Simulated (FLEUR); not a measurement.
Ti:

```
Ti
1.0
     2.95000    0.00000    0.00000
    -1.47500    2.55477    0.00000
     0.00000    0.00000    4.68000
Ti
2
Direct
  0.66667 0.33333 0.75000
  0.33333 0.66667 0.25000
```

```yaml
Program: FLEUR MaX-R8.1 (later development tree)
Task: single point
Functional: PBEsol
Potentials_or_basis: all-electron
Basis: FLAPW
Kmax: 4.1 1/bohr
k_mesh: 10 × 10 × 6
Occupations: fermi-dirac, width 0.05 eV
Spin: no spin polarisation
Gmax: 12.7 1/bohr
Muffin-tin_radii: Ti 2.46 bohr
lmax: Ti 10
lnonsphr: Ti 10
Local_orbitals_a_species: Ti 5
Max_iterations: 60
Mixing_factor: 0.05
Mixer: Anderson
Mixer_history: 15
```

On this cell: largest force under 0.003 eV/Å; band gap on the k mesh none (metal or under the smearing width).

The same run follows on a disturbed copy (atoms moved at random, drawn with an rms of 0.05 Å):

```
Ti
1.0
     2.95000    0.00000    0.00000
    -1.47500    2.55477    0.00000
     0.00000    0.00000    4.68000
Ti
2
Direct
  0.68616 0.32688 0.74849
  0.33797 0.67291 0.24873
```

Q: What changes?

A: The energy (extrapolated to zero smearing) moves by +2.0 meV/atom; largest force 0.102 eV/Å; band gap on the k mesh none (metal or under the smearing width).

Forces in eV/Å, atoms in the order of the input:
```
Ti  -0.090  0.046  0.003
Ti   0.090 -0.046 -0.003
```
